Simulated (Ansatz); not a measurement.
**CaF2 (Fluorite) in Ansatz: the effect of functional**

Crystal: CaF2 (Fluorite).

```xyz
3
Lattice="0.0000 2.7491 2.7491 2.7491 0.0000 2.7491 2.7491 2.7491 0.0000" Properties=species:S:1:pos:R:3 pbc="T T T"
Ca    0.0000    0.0000    0.0000
F     4.1236    4.1236    4.1236
F     1.3745    1.3745    1.3745
```

The cell isn't the ideal one: volume scaled by 1.02.

Alike in all runs:

* Program: Ansatz 0.2.0
* Task: single point
* Potentials or basis: Ansatz PAW
* k mesh: 8 × 8 × 8
* Occupations: fermi-dirac, width 0.05 eV
* Spin: no spin polarisation

| functional | cutoff | gap on the mesh (eV) | pressure (GPa) |
| --- | --- | --- | --- |
| LDA | 420 eV (not typed: the program's choice for these potentials) | ? | ? |
| PBEsol | 420 eV (not typed: the program's choice for these potentials) | 7.00 | -3.3 |
| r2SCAN | 500 eV (not typed: the program's choice for these potentials) | 7.84 | -2.7 |

Task: What does the run with functional LDA give?

Result: gap on the mesh 6.81 eV; pressure -7.8 GPa.

Caveats: the PAW data sets come from PBE, with cores solved anew for the run's functional, which leaves a small shift of forces and pressure.

A k mesh can miss the band edges.

Runs at the PBE level aren't shown here.
